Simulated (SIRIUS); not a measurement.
Here is a SIRIUS 7.10.0 calculation.

Contents of sirius.json:

```json
{
  "control": {
    "processing_unit": "cpu",
    "verbosity": 2,
    "num_bands_to_print": 22,
    "print_forces": true,
    "print_stress": true
  },
  "parameters": {
    "electronic_structure_method": "pseudopotential",
    "xc_functionals": ["XC_GGA_X_PBE_SOL", "XC_GGA_C_PBE_SOL"],
    "gk_cutoff": 8.9,
    "pw_cutoff": 17.8,
    "ngridk": [8, 8, 8],
    "shiftk": [0, 0, 0],
    "smearing": "fermi_dirac",
    "smearing_width": 0.0018374661,
    "num_bands": 22,
    "num_mag_dims": 0,
    "num_dft_iter": 100,
    "energy_tol": 1e-08,
    "density_tol": 1e-06
  },
  "iterative_solver": {
    "type": "davidson",
    "min_tolerance": 1e-09,
    "tolerance_scale": [0.1, 0.25]
  },
  "mixer": {
    "type": "anderson",
    "beta": 0.7,
    "max_history": 8
  },
  "settings": {
    "tol_ne": 1e-10,
    "pseudo_grid_cutoff": 6.5
  },
  "unit_cell": {
    "lattice_vectors": [
      [0.0, 5.345865131215, 5.345865131215],
      [5.345865131215, 0.0, 5.345865131215],
      [5.345865131215, 5.345865131215, 0.0]
    ],
    "atom_coordinate_units": "lattice",
    "atom_types": ["Ge"],
    "atom_files": {
      "Ge": "Ge.json"
    },
    "atoms": {
      "Ge": [
        [0.75, 0.75, 0.75],
        [0.5, 0.5, 0.5]
      ]
    }
  }
}
```

Potentials or basis: PseudoDojo 0.4.1 PBEsol standard (scalar relativistic).

Run with:

```console
$ upf_to_json Ge.upf
$ OMP_NUM_THREADS=1 sirius.scf --input=sirius.json --output=out.json --task=0
```

(1) What does it give for the band gap on the k mesh?

(2) Predict the pressure.

## Answers

(1) 0.00 eV.

(2) 0.7 GPa.

**Measured values to compare with.**

“Electronic and optical properties of SixGe1-x-ySny alloys lattice-matched to Ge”, 2021, arxiv:2109.02782 reports, for a bulk crystal of Ge at 293 K: band gap 0.666 eV (indirect).

A measured gap of Ge is 0.666 eV (indirect; 293 K; “Electronic and optical properties of SixGe1-x-ySny alloys lattice-matched to Ge”, 2021, arxiv:2109.02782); the calculated 0.00 eV misses it by -0.67 eV. 3 values of this kind are on record (0.666 to 0.807 eV); this one was drawn at random among those near their median. Spin-orbit coupling on Ge is left out. The value is that of PBEsol on a finite k mesh, which can miss the band edges, without temperature or zero-point motion. Semilocal functionals fall short of measured gaps as a rule.
